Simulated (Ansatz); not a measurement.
## ZrSe2 under changes of volume

One of the cells (25.784 Å³/atom); the others are scaled copies at fixed shape and fractional positions:

```
Zr Se
1.0
     3.79800    0.00000    0.00000
    -1.89900    3.28916    0.00000
     0.00000    0.00000    6.19200
Zr Se
1 2
Direct
  0.00000 0.00000 0.00000
  0.66667 0.33333 0.75000
  0.33333 0.66667 0.25000
```

```yaml
Program: Ansatz 0.2.0
Functional: rPW86-PBE
Potentials_or_basis: Ansatz PAW
Cutoff: "420 eV (not typed: the program's choice for these potentials)"
k_mesh: 8 × 8 × 5
Occupations: fermi-dirac, width 0.05 eV
Spin: no spin polarisation
```

| volume (Å³/atom) | energy over the lowest point (meV/atom) | pressure (GPa) | gap on the mesh (eV) | largest force (eV/Å) |
| --- | --- | --- | --- | --- |
| 24.237 | 106.49 | 11.6 | 0.36 | 1.346 |
| 24.753 | 72.98 | 9.3 | 0.39 | 1.076 |
| 25.268 | 46.60 | 7.2 | 0.41 | 0.825 |
| 25.784 | ? | ? | ? | ? |
| 26.300 | 12.63 | 3.5 | 0.45 | 0.374 |
| 26.815 | 3.90 | 1.9 | 0.47 | 0.171 |
| 27.331 | 0.00 | 0.5 | 0.48 | 0.018 |

Task: What does the run at 25.784 Å³/atom give?

Result: Energy over the lowest point 26.68 meV/atom; pressure 5.2 GPa; gap on the mesh 0.43 eV; largest force 0.592 eV/Å.

Worked out: A Birch-Murnaghan fit of order 3 (a polynomial in V^(-2/3)) to the other rows has its minimum at 27.53 Å³/atom, just outside them, with B0 = V·E''(V) = 70 GPa and B' = 4.1 at fixed shape and positions, which overstates the stiffness. It gives 26.68 meV/atom at 25.784 Å³/atom, against the run's 26.68, and -dE/dV = 5.2 GPa, against 5.2. A straight line through the other rows of the gap, of slope 1 eV per unit of ln V, gives 0.43 eV, against the run's 0.43.

Energies are extrapolated to zero smearing.

Caveats: odd divisions of the mesh miss points on the zone boundary, where band edges often lie, so the gap on the mesh can be too wide; the PAW data sets come from PBE, with cores solved anew for the run's functional, which leaves a small shift of forces and pressure; forces of over 1 eV/Å show positions far from the minimum, so gaps and moduli don't describe the material at rest (some runs).

A mesh can miss the band edges. Spin-orbit coupling on Se, Zr is left out.
